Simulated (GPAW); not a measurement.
Ge: dielectric tensor with PBEsol

Crystal: Ge.

```
Ge
1.0
     0.00000    2.82891    2.82891
     2.82891    0.00000    2.82891
     2.82891    2.82891    0.00000
Ge
2
Cartesian
  4.2434 4.2434 4.2434
  2.8289 2.8289 2.8289
```

- Program: GPAW 26.7.0
- Task: dielectric tensor
- Functional: PBEsol
- Potentials or basis: PAW data sets generated in the run's folder for this functional
- Cutoff: 450 eV
- Basis: pw
- k mesh: 7 × 7 × 7
- Occupations: fermi-dirac, width 0.001 eV
- Spin: no spin polarisation
- Response ecut: 80 eV
- Maxiter: 150
- Response k mesh: 21 × 21 × 21
- Response bands: 24
- Kernels: ["RPA"]
- Coarser k mesh: 21 × 21 × 21

```yaml
Band_gap_on_the_k_mesh: 0.04 eV, direct
Electronic_dielectric_tensor_diagonal: 1509.56
```

Electronic dielectric tensor:
```
1509.56    0.00    0.00
   0.00 1509.56    0.00
   0.00    0.00 1509.56
```

It took 100 s on 1 thread of Arm Neoverse V2, with other jobs on the host, peak memory 0.4 GiB.

The gap isn't set beside the measured one, since this odd mesh misses points on the zone boundary.

Caveat: the gap is small at this level, which inflates the dielectric constant; the long-wavelength limit can be off by a per cent or two; an odd mesh through Γ misses points on the zone boundary, where band edges often lie.
